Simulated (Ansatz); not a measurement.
## C: equation of state with r2SCAN+D3(BJ)

The system is C.

```
CELL_PARAMETERS angstrom
2.52210 0.00000 0.00000
-1.26105 2.18420 0.00000
0.00000 0.00000 8.23710
ATOMIC_POSITIONS crystal
C 0.66667 0.33333 0.84375
C 0.33333 0.66667 0.34375
C 0.66667 0.33333 0.65625
C 0.33333 0.66667 0.15625
C 0.00000 0.00000 0.90625
C 0.00000 0.00000 0.40625
C 0.00000 0.00000 0.59375
C 0.00000 0.00000 0.09375
```

This is a hexagonal form of diamond, not graphite.

```yaml
Program: Ansatz 0.2.0
Task: equation of state
Functional: r2SCAN
Dispersion: D3(BJ)
Potentials_or_basis: Ansatz PAW
Cutoff: 500 eV
Density_cutoff: 2000 eV
k_mesh: 12 × 12 × 4
Occupations: fermi-dirac, width 0.05 eV
Spin: no spin polarisation
```

```json
{
  "Equilibrium volume": "5.62 Å³/atom",
  "Bulk modulus at fixed shape and positions": "455 GPa",
  "Pressure derivative of the bulk modulus": "3.7"
}
```

Energy against volume, from the lowest point:
```csv
volume (Å³/atom),energy (meV/atom)
5.332,21.26
5.445,6.89
5.559,0.03
5.672,0.00
5.785,6.19
5.899,18.05
6.012,35.05
```

All runs of the series together: 26 s on 2 threads of Arm Neoverse V2, on a shared host.

Caveat: the cell was scaled at fixed shape and fractional positions, which overstates the stiffness of a crystal with free parameters, most of all of layers and chains; the PAW data sets were made with another functional, which shifts forces and pressure a little.
